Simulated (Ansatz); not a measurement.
Method: DFT PBE, scalar-relativistic, plane waves, PAW (Ansatz). All cells share a 420 eV cutoff and Γ-centred k meshes spaced at most about 0.3 Å⁻¹ (about 0.25 or finer for metals, 2π included). Spin is collinear in cells that carry moments; the others ran without spin or lost their moments.

Temperature and zero-point effects are left out.

Compare these two cells of Cd4InO, each relaxed at this level.

A. (no moments)

```xyz
6
Lattice="3.1014 0.0000 0.0000 0.0000 3.1014 0.0000 0.0000 0.0000 13.2552" Properties=species:S:1:pos:R:3 pbc="T T T"
Cd    1.5507    1.5507    4.2168
Cd    1.5507    1.5507   11.8427
Cd    1.5507    1.5507    1.4125
Cd    1.5507    1.5507    9.0385
In    0.0000    0.0000    6.6276
O     0.0000    0.0000    0.0000
```

B. (parallel moments up to 0.4 μB)

```xyz
6
Lattice="5.1369 0.0000 0.0000 -2.5685 4.4487 0.0000 0.0000 0.0000 5.7031" Properties=species:S:1:pos:R:3 pbc="T T T"
Cd    0.0000    2.9658    0.0000
Cd    2.5685    1.4829    0.0000
Cd    0.0000    2.9658    2.8516
Cd    2.5685    1.4829    2.8516
In    0.0000    0.0000    2.8516
O     0.0000    0.0000    0.0000
```

**Question.** Which form is favoured at zero pressure, and by what margin per atom?

**Answer.** A is lower, by 225 meV/atom. A has space group P4/mmm (No. 123), 21.2 Å³/atom and no gap on its mesh; B has space group P6/mmm (No. 191), 21.7 Å³/atom and no gap. Counting Cd or In atoms around O (for each partner element, those within 1.25 times its shortest distance or 1.15 times the sum of covalent radii, where it is the nearest in units of that sum or under 1.3; the shortest distance is added where it is long for a bond), A has O 8 from 2.6 Å and B has O 2 from 2.9 Å. Their magnetic states differ too. Both come from invented guesses.

Another magnetic order may lie lower. Cells relaxed within their symmetry can be saddle points.
